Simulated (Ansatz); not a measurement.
A run of Ansatz 0.2.0 is set up as follows.

File input.yaml:

```yaml
crystal:
  lattice:
    - [2.7435, 1.5839604635, 4.8366666667]
    - [-2.7435, 1.5839604635, 4.8366666667]
    - [0.0, -3.167920927, 4.8366666667]
  atoms:
    - { symbol: In, position: [0.85731, 0.85731, 0.85731] }
    - { symbol: In, position: [0.64269, 0.64269, 0.64269] }
    - { symbol: In, position: [0.14269, 0.14269, 0.14269] }
    - { symbol: In, position: [0.35731, 0.35731, 0.35731] }
    - { symbol: O, position: [0.048, 0.75, 0.452] }
    - { symbol: O, position: [0.75, 0.452, 0.048] }
    - { symbol: O, position: [0.452, 0.048, 0.75] }
    - { symbol: O, position: [0.952, 0.25, 0.548] }
    - { symbol: O, position: [0.25, 0.548, 0.952] }
    - { symbol: O, position: [0.548, 0.952, 0.25] }
hamiltonian:
  xc: pbe
  pseudopotentials: { kind: paw }
kpoints:
  mp_grid: { grid: [4, 4, 4] }
scf:
  occupations: { method: fermi_dirac, width: 0.05 }
output:
  forces: true
  stress: true
  eigenvalues: true
```

Potentials or basis: Ansatz PAW.

Run with:

```sh
$ ansatz run input.yaml --threads 4 --pin off --max-ram 11264MiB --backend cpu --events-out ev --progress --plain --runs-dir out
```

(1) Estimate the largest force.

(2) Estimate the pressure.

(3) What does it give for the band gap on the k mesh?

Results:

(1) 0.126 eV/Å.

(2) 8.4 GPa.

(3) 1.31 eV, indirect (least direct gap 1.34 eV).

Caveat: the pressure holds a Pulay correction of +0.7 GPa for the finite cutoff; spin-orbit coupling is left out, which moves the levels of the heavy elements.

**The experiment to reproduce.**

“Fabrication and performance enhancement of an In2O3/BiVO4 heterojunction for N-butanol gas sensing applications”, 2024, pmc:11650617 reports, for a powder of In2O3: band gap 3.08 eV (optical).

Against the measured gap of In2O3, 3.08 eV (optical; powder; “Fabrication and performance enhancement of an In2O3/BiVO4 heterojunction for N-butanol gas sensing applications”, 2024, pmc:11650617), the calculated 1.31 eV is off by -1.77 eV. So large a miss can be the level of theory's own, or it may mean another phase, state or a wrong row. Spin-orbit coupling on In is left out. The value is that of PBE on a finite k mesh, which can miss the band edges, without temperature or zero-point motion. Semilocal functionals fall short of measured gaps as a rule.
